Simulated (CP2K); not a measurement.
# Te2Pt (Moncheite) under changes of volume

One of the cells (24.143 Å³/atom); the others are scaled copies at fixed shape and fractional positions:

```
Pt Te
1.0
     4.01000    0.00000    0.00000
    -2.00500    3.47276    0.00000
     0.00000    0.00000    5.20100
Pt Te
1 2
Direct
  0.00000 0.00000 0.00000
  0.66667 0.33333 0.75000
  0.33333 0.66667 0.25000
```

| Item | Value |
| --- | --- |
| Program | CP2K 2026.2 |
| Functional | PBEsol |
| Potentials or basis | POTENTIAL_UZH Pt GTH-PBE-q18, Te GTH-PBE-q6; TZVP-MOLOPT-PBE-GTH basis |
| Density cutoff | 6123 eV |
| k mesh | 8 × 8 × 5 |
| Occupations | fermi-dirac, width 0.05 eV |
| Spin | no spin polarisation |

| volume (Å³/atom) | energy over the lowest point (meV/atom) | pressure (GPa) | largest force (eV/Å) |
| --- | --- | --- | --- |
| 22.694 | 149.70 | 17.7 | 2.051 |
| 23.177 | ? | ? | ? |
| 23.660 | 64.77 | 10.7 | 1.416 |
| 24.143 | 36.88 | 7.8 | 1.138 |
| 24.626 | 17.35 | 5.2 | 0.882 |
| 25.108 | 5.32 | 2.8 | 0.647 |
| 25.591 | 0.00 | 0.7 | 0.431 |

What does the run at 23.177 Å³/atom give?

Energy over the lowest point 102.01 meV/atom; pressure 14.0 GPa; largest force 1.720 eV/Å.

Worked out: A Birch-Murnaghan fit of order 3 (a polynomial in V^(-2/3)) to the other rows has its minimum at 25.77 Å³/atom, just outside them, with B0 = V·E''(V) = 102 GPa and B' = 4.8 at fixed shape and positions, which overstates the stiffness. It gives 102.02 meV/atom at 23.177 Å³/atom, against the run's 102.01, and -dE/dV = 14.0 GPa, against 14.0.

Energies are extrapolated to zero smearing.

Caveats: with these potentials and basis sets, volumes of gold and of layered tellurides can stand 1.5 % and more from those of plane-wave programs; the potentials were made for another functional, which shifts forces and pressure; the basis of atomic orbitals isn't converged, which shifts pressures, moduli and gaps.
